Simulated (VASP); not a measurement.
# Rh (Pm-3m) in VASP: single point with PBEsol

Aim: the single point of Rh with PBEsol.

Program: VASP 6.6.1. These are calculated values, not measurements. Logs are shortened: lines on timing, memory, paths and dates and some standing lists are left out, and cuts for length are marked.

**1. Starting point**

Symmetry: Pm-3m, No. 221, cubic system. The conventional cell has a = 2.497 Å, b = 2.497 Å, c = 2.497 Å, α = 90.00°, β = 90.00°, γ = 90.00°. Around Rh (site symmetry m-3m) lie 6 Rh at 2.50 Å.

The cell was built by a generator and needn't be a form met in nature.

**2. Single point, PBEsol**

Contents of INCAR:

```
ALGO     = Fast           # electronic algorithm
EDIFF    = 1E-6           # SCF threshold, eV
ENCUT    = 520            # plane-wave cutoff, eV
GGA      = PS             # functional
ISIF     = 2              # what is computed and relaxed
ISMEAR   = -1             # smearing method
LASPH    = T              # aspherical terms in the spheres
LCHARG   = F              # write CHGCAR
LREAL    = F              # projectors in reciprocal space
LWAVE    = F              # write WAVECAR
NBANDS   = 14             # bands
NELM     = 100            # most SCF steps
PREC     = Accurate       # precision mode
SIGMA    = 0.13605693000000002 # smearing width, eV
```

Contents of KPOINTS:

```
k-points
0
Gamma
  13 13 13
```

Contents of POSCAR:

```
Rh
1.0
    2.4972770353      0.0000000000      0.0000000000
    0.0000000000      2.4972770353      0.0000000000
    0.0000000000      0.0000000000      2.4972770353
Rh
1
Direct
    0.0000000000      0.0000000000      0.0000000000
```

Potentials or basis: VASP PAW PBE potentials, release 64 (Rh_pv).

Command:

```console
$ cat potpaw_PBE.64/Rh_pv/POTCAR > POTCAR
$ mpirun -np 1 vasp_std > vasp.out
```

OUTCAR:

```text
EDIFF = 1E-6
   ENCUT = 520
   GGA = PS
   ISIF = 2
   ISMEAR = -1
   LASPH = T
   LREAL = F
   NELM = 100
   PREC = Accurate

 ion  position               nearest neighbor table
   1  0.000  0.000  0.000-

  LATTYP: Found a simple cubic cell.
 ALAT       =     2.4972770353

  Lattice vectors:

 A1 = (   2.4972770353,   0.0000000000,   0.0000000000)
 A2 = (   0.0000000000,   2.4972770353,   0.0000000000)
 A3 = (   0.0000000000,   0.0000000000,   2.4972770353)

Analysis of symmetry for initial positions (statically):
=====================================================================
 Subroutine PRICEL returns:
 Original cell was already a primitive cell.

 Routine SETGRP: Setting up the symmetry group for a
 simple cubic supercell.

 Subroutine GETGRP returns: Found 48 space group operations
 (whereof 48 operations were pure point group operations)
 out of a pool of 48 trial point group operations.

The static configuration has the point symmetry O_h .

Analysis of symmetry for dynamics (positions and initial velocities):
=====================================================================
 Subroutine PRICEL returns:
 Original cell was already a primitive cell.

 Routine SETGRP: Setting up the symmetry group for a
 simple cubic supercell.

 Subroutine GETGRP returns: Found 48 space group operations
 (whereof 48 operations were pure point group operations)
 out of a pool of 48 trial point group operations.

The dynamic configuration has the point symmetry O_h .

 Subroutine INISYM returns: Found 48 space group operations
 (whereof 48 operations are pure point group operations),
 and found     1 'primitive' translations

----------------------------------------------------------------------------------------

                                     Primitive cell

  volume of cell :      15.5740

  direct lattice vectors                    reciprocal lattice vectors
     2.497277035  0.000000000  0.000000000     0.400436149  0.000000000  0.000000000
     0.000000000  2.497277035  0.000000000     0.000000000  0.400436149  0.000000000
     0.000000000  0.000000000  2.497277035     0.000000000  0.000000000  0.400436149

  length of vectors
     2.497277035  2.497277035  2.497277035     0.400436149  0.400436149  0.400436149

  position of ions in fractional coordinates (direct lattice)
     0.000000000  0.000000000  0.000000000

  ion indices of the primitive-cell ions
   primitive index   ion index
                 1           1

----------------------------------------------------------------------------------------

 KPOINTS: k-points

Automatic generation of k-mesh.
 Grid dimensions read from file:
 generate k-points for:   13   13   13

 Generating k-lattice:

  Cartesian coordinates                     Fractional coordinates (reciprocal lattice)
     0.030802781  0.000000000  0.000000000     0.076923077  0.000000000  0.000000000
     0.000000000  0.030802781  0.000000000     0.000000000  0.076923077  0.000000000
     0.000000000  0.000000000  0.030802781     0.000000000  0.000000000  0.076923077

  Length of vectors
     0.030802781  0.030802781  0.030802781

  Shift w.r.t. Gamma in fractional coordinates (k-lattice)
     0.000000000  0.000000000  0.000000000

 Subroutine IBZKPT returns following result:
 ===========================================

 Found     84 irreducible k-points:

 Following reciprocal coordinates:
            Coordinates               Weight
  0.000000  0.000000  0.000000      1.000000
  0.076923  0.000000  0.000000      6.000000
  0.153846  0.000000  0.000000      6.000000
  0.230769  0.000000  0.000000      6.000000
  0.307692  0.000000  0.000000      6.000000
  0.384615  0.000000  0.000000      6.000000
[... 16 lines left out ...]
  0.307692  0.307692  0.000000     12.000000
  0.384615  0.307692  0.000000     24.000000
 [... further k-points ...]
   k-points           NKPTS =     84   k-points in BZ     NKDIM =     84   number of bands    NBANDS=     14
   number of dos      NEDOS =    301   number of ions     NIONS =      1
   total plane-waves  NPLWV =   8000
   dimension x,y,z NGX =    20 NGY =   20 NGZ =   20
   dimension x,y,z NGXF=    40 NGYF=   40 NGZF=   40
   ions per type =               1
   NGX,Y,Z   is equivalent  to a cutoff of  13.31, 13.31, 13.31 a.u.
   NGXF,Y,Z  is equivalent  to a cutoff of  26.63, 26.63, 26.63 a.u.
 SYSTEM =  unknown system
   PREC   = accura    normal or accurate (medium, high low for compatibility)
   ISTART =      0    job   : 0-new  1-cont  2-samecut
   ICHARG =      2    charge: 1-file 2-atom 10-const
   ISPIN  =      1    spin polarized calculation?
   LNONCOLLINEAR =      F non collinear calculations
   LSORBIT =      F    spin-orbit coupling
   LASPH  =      T    aspherical Exc in radial PAW
   ENCUT  =  520.0 eV  38.22 Ry    6.18 a.u.   4.64  4.64  4.64*2*pi/ulx,y,z
   NELM   =    100;   NELMIN=  2; NELMDL= -5     # of ELM steps
   EDIFF  = 0.1E-05   stopping-criterion for ELM
   LREAL  =      F    real-space projection
   EDIFFG = 0.1E-04   stopping-criterion for IOM
   NSW    =      0    number of steps for IOM
   IBRION =     -1    ionic relax: 0-MD 1-quasi-New 2-CG
   NFREE  =      0    steps in history (QN), initial steepest desc. (CG)
   ISIF   =      2    stress and relaxation
   ISYM   =      2    0-nonsym 1-usesym 2-fastsym
   POTIM  = 0.5000    time-step for ionic-motion
   TEBEG  =    0.0;   TEEND  =   0.0 temperature during run
   PSTRESS=    0.0 pullay stress
   NELECT =      15.0000    total number of electrons
   NUPDOWN=      -1.0000    fix difference up-down
   EMIN   =  10.00;   EMAX   =-10.00  energy-range for DOS
   EFERMI =   0.00;   METHOD = LEGACY
   ISMEAR =    -1;   SIGMA  =   0.14  broadening in eV -4-tet -1-fermi 0-gaus
   EFERMI_NEDOS =   21; number of points for ismear=-14 and -15
   IALGO  =     68    algorithm
   IMIX   =      4    mixing-type and parameters
     AMIX     =   0.40;   BMIX     =  1.00
     AMIX_MAG =   1.60;   BMIX_MAG =  1.00
  volume/ion in A,a.u.               =      15.57       105.10
  Fermi-wavevector in a.u.,A,eV,Ry     =   1.616734  3.055184 35.563293  2.613828
  Thomas-Fermi vector in A             =   2.711272
   LORBIT       =      0    0 simple, 1 ext, 2 COOP (PROOUT), +10 PAW based schemes
   GGA     = PS    functional components
   LHFCALC =     F    Hartree Fock is set to
   AEXX    =    0.0000 exact exchange contribution
   IVDW    =     0    specifies the selected vdW correction
   LEPSILON=     F    determine dielectric tensor
   LRPA    =     F    only Hartree local field effects (RPA)
 non-spin polarized calculation
 RMM-DIIS sequential band-by-band and
  energy-cutoff  :      520.00
  volume of cell :       15.57
 maximum number of plane-waves:       437
 NGX is ok and might be reduce to    20
   NGX =  9   NGY =  9   NGZ =  9

 number of electron      14.9999993 magnetization

 Free energy of the ion-electron system (eV)
  ---------------------------------------------------
  ext. energy  EPLUGINS =         0.00000000
  ---------------------------------------------------
  free energy    TOTEN  =        -7.30000347 eV

  energy without entropy =       -7.19747627  energy(sigma->0) =       -7.24873987

 E-fermi :   9.7439     XC(G=0): -13.2827

 val. band max:        9.7393280510   @ k =   0.4615   0.1538   0.1538
 cond. band min:       9.7476776065   @ k =   0.2308   0.2308   0.1538
 fundamental gap:      0.0083495556
 Fermi energy:         9.7439467914

 k-point     1 :       0.0000    0.0000    0.0000
  band No.  band energies     occupation
      1     -36.2684      2.00000
      2     -36.2684      2.00000
      3     -36.2684      2.00000
      4       2.6385      2.00000
      5       4.3241      2.00000
      6       4.3241      2.00000
      7      10.5864      0.00408
      8      10.5864      0.00408
      9      10.5864      0.00408
     10      26.8189      0.00000
     11      26.8189      0.00000
     12      26.8189      0.00000
     13      30.6801      0.00000
     14      34.4813      0.00000

 k-point     2 :       0.0769    0.0000    0.0000
  band No.  band energies     occupation
      1     -36.3168      2.00000
      2     -36.2643      2.00000
      3     -36.2643      2.00000
      4       2.8137      2.00000
      5       4.3597      2.00000
      6       4.4917      2.00000
      7      10.4289      0.01293
      8      10.4289      0.01293
      9      10.5986      0.00373
     10      25.6715      0.00000
     11      27.1323      0.00000
     12      27.1323      0.00000
     13      30.6858      0.00000
     14      33.5403      0.00000

 k-point     3 :       0.1538    0.0000    0.0000
  band No.  band energies     occupation
      1     -36.4498      2.00000
      2     -36.2531      2.00000
      3     -36.2531      2.00000
      4       3.2673      2.00000
      5       4.4599      2.00000
      6       5.0267      2.00000
      7      10.0153      0.23952
      8      10.0153      0.23952
      9      10.6327      0.00291
     10      23.4366      0.00000
     11      28.0024      0.00000
     12      28.0024      0.00000
     13      30.6986      0.00000
     14      31.8915      0.00000

 k-point     4 :       0.2308    0.0000    0.0000
  band No.  band energies     occupation
      1     -36.6344      2.00000
      2     -36.2372      2.00000
      3     -36.2372      2.00000
      4       3.8363      2.00000
      5       4.6050      2.00000
      6       5.9700      2.00000
      7       9.4796      1.74941
      8       9.4796      1.74941
      9      10.6813      0.00204
     10      21.1273      0.00000
     11      29.2636      0.00000
     12      29.2636      0.00000
     13      30.2359      0.00000
     14      30.7187      0.00000

 k-point     5 :       0.3077    0.0000    0.0000
  band No.  band energies     occupation
      1     -36.8268      2.00000
      2     -36.2203      2.00000
      3     -36.2203      2.00000
      4       4.3949      2.00000
      5       4.7645      2.00000
      6       7.2275      2.00000
      7       8.9593      1.99376
      8       8.9593      1.99376
      9      10.7333      0.00139
     10      19.0553      0.00000
     11      28.8510      0.00000
[... 276 lines left out ...]
 k-point    22 :       0.4615    0.2308    0.0000
  band No.  band energies     occupation
      1     -37.0266      2.00000
      2     -36.5502      2.00000
      3     -36.1685      2.00000
      4       5.3713      2.00000
      5       5.5199      2.00000
      6       7.4846      2.00000
      7       8.5302      1.99973
      8       9.8182      0.73359
      9      12.3979      0.00000
     10      16.5185      0.00000
     11      26.4066      0.00000
     12      28.5360      0.00000
     13      30.6988      0.00000
     14      30.8870      0.00000

 k-point    23 :       0.3077    0.3077    0.0000
  band No.  band energies     occupation
      1     -36.7718      2.00000
      2     -36.7564      2.00000
      3     -36.1736      2.00000
      4       5.0947      2.00000
      5       5.4833      2.00000
      6       8.2177      1.99997
      7       9.1403      1.97661
      8       9.3014      1.92554
      9      10.1667      0.08560
     10      19.9184      0.00000
     11      23.3037      0.00000
     12      29.2768      0.00000
     13      30.7037      0.00000
     14      34.1072      0.00000

 k-point    24 :       0.3846    0.3077    0.0000
  band No.  band energies     occupation
      1     -36.9172      2.00000
      2     -36.7456      2.00000
      3     -36.1600      2.00000
      4       4.9009      2.00000
      5       5.5015      2.00000
      6       8.8337      1.99752
      7       8.8340      1.99751
      8       9.3054      1.92339
      9      11.6440      0.00000
     10      18.3219      0.00000
     11      23.8940      0.00000
     12      28.1716      0.00000
     13      30.7029      0.00000
     14      32.6675      0.00000

 [... further k-points ...]

------------------------ aborting loop because EDIFF is reached ----------------------------------------

  FORCE on cell =-STRESS in cart. coord.  units (eV):
  Direction    XX          YY          ZZ          XY          YZ          ZX
  --------------------------------------------------------------------------------------
  -------------------------------------------------------------------------------------
  Total        0.1171041      0.1171041      0.1171041      0.0000000      0.0000000     -0.0000000
  in kB       12.0471011     12.0471011     12.0471011      0.0000000      0.0000000     -0.0000000
  external PRESSURE =      12.0471011 kB  Pullay stress =       0.0000000 kB

 VOLUME and BASIS-vectors are now :
 -----------------------------------------------------------------------------
  energy-cutoff  :      520.00
  volume of cell :       15.57
      direct lattice vectors                 reciprocal lattice vectors
     2.497277035  0.000000000  0.000000000     0.400436149  0.000000000  0.000000000
     0.000000000  2.497277035  0.000000000     0.000000000  0.400436149  0.000000000
     0.000000000  0.000000000  2.497277035     0.000000000  0.000000000  0.400436149

 POSITION                                       TOTAL-FORCE (eV/Angst)
 -----------------------------------------------------------------------------------
      0.00000      0.00000      0.00000         0.000000      0.000000      0.000000
 -----------------------------------------------------------------------------------
    total drift:                               -0.000000     -0.000000     -0.000000

  FREE ENERGIE OF THE ION-ELECTRON SYSTEM (eV)
  ---------------------------------------------------
  free  energy   TOTEN  =        -7.3000034717 eV

  energy  without entropy=       -7.1974762722  energy(sigma->0) =       -7.24873987
```

Run time: 24 s. Hardware: 1 thread of AMD EPYC 7R43 (Zen 3), shared host; peak memory 0.1 GiB.

What came out:

* Free energy: -7.3000 eV
* Pressure: 1.2 GPa
* Band gap on the k mesh: none (metal or under the smearing width)

Caveat: the PAW data sets were made with another functional, which shifts forces and pressure a little.
